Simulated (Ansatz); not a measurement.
# SiC (Moissanite 3C): the cost of one run

Method: DFT, PBE, plane-wave PAW, default files, scalar-relativistic, as far as a step names no other, in Ansatz 0.2.0.

### Step 1. The system as given

It takes space group F-43m (No. 216, cubic). The conventional cell has a = 4.358 Å, b = 4.358 Å, c = 4.358 Å, α = 90.00°, β = 90.00°, γ = 90.00°. Si (site symmetry -43m) is surrounded by 4 C at 1.89 Å. C (site symmetry -43m) is surrounded by 4 Si at 1.89 Å.

As a file:

```cif
data_structure
_symmetry_space_group_name_H-M 'F-43m'
_symmetry_Int_Tables_number 216
_cell_length_a 4.3580
_cell_length_b 4.3580
_cell_length_c 4.3580
_cell_angle_alpha 90.000
_cell_angle_beta 90.000
_cell_angle_gamma 90.000
_cell_volume 82.77
loop_
_atom_site_label
_atom_site_type_symbol
_atom_site_symmetry_multiplicity
_atom_site_Wyckoff_symbol
_atom_site_fract_x
_atom_site_fract_y
_atom_site_fract_z
_atom_site_occupancy
Si1 Si 4 a 0.00000 0.00000 0.00000 1
C1 C 4 d 0.25000 0.25000 0.75000 1
```

The earlier run gave: gap on the mesh 1.40 eV, largest force 0.000 eV/Å, pressure 3.3 GPa.

The printed gradients, by site:

| site | atoms | first shell | V_zz (10²¹ V/m²) | η | C_Q (MHz) |
| --- | --- | --- | --- | --- | --- |
| Si | 1 | 4 C at 1.89 Å | 0.00 | – | – |
| C | 2 | 4 Si at 1.89 Å | 0.00 | – | – |

Conventions: |V_zz| ≥ |V_yy| ≥ |V_xx|, η = (V_xx − V_yy)/V_zz, C_Q = eQV_zz/h. Quadrupole moments are those of Pyykkö's year-2017 table. A dash under C_Q marks elements without a common quadrupolar isotope.

### Step 2. Z stretched by +3 %, ions relaxed

The input, input.yaml:

```yaml
crystal:
  lattice:
    - [0.0, 2.179, 2.24437]
    - [2.179, 0.0, 2.24437]
    - [2.179, 2.179, 0.0]
  atoms:
    - { symbol: Si, position: [0.0, 0.0, 0.0] }
    - { symbol: C, position: [0.25, 0.25, 0.25] }
kpoints:
  mp_grid: { grid: [17, 17, 17] }
scf:
  occupations: { method: fermi_dirac, width: 0.02 }
hamiltonian:
  xc: pbe
  pseudopotentials: { kind: paw }
output:
  forces: true
  stress: true
  populations: true
  efg: { contact_densities: true }
relax:
  f_tol: 0.02
  max_steps: 60
```

The run is started by

```console
> ansatz run input.yaml --threads 1 --pin off --max-ram 3072MiB --backend cpu --events-out ev --progress --plain --runs-dir out
```

What time and memory should one allow on 1 thread of Intel Xeon Platinum 8488C (Sapphire Rapids), shared host?

About 7.8 s, with a peak of 0.5 GiB.
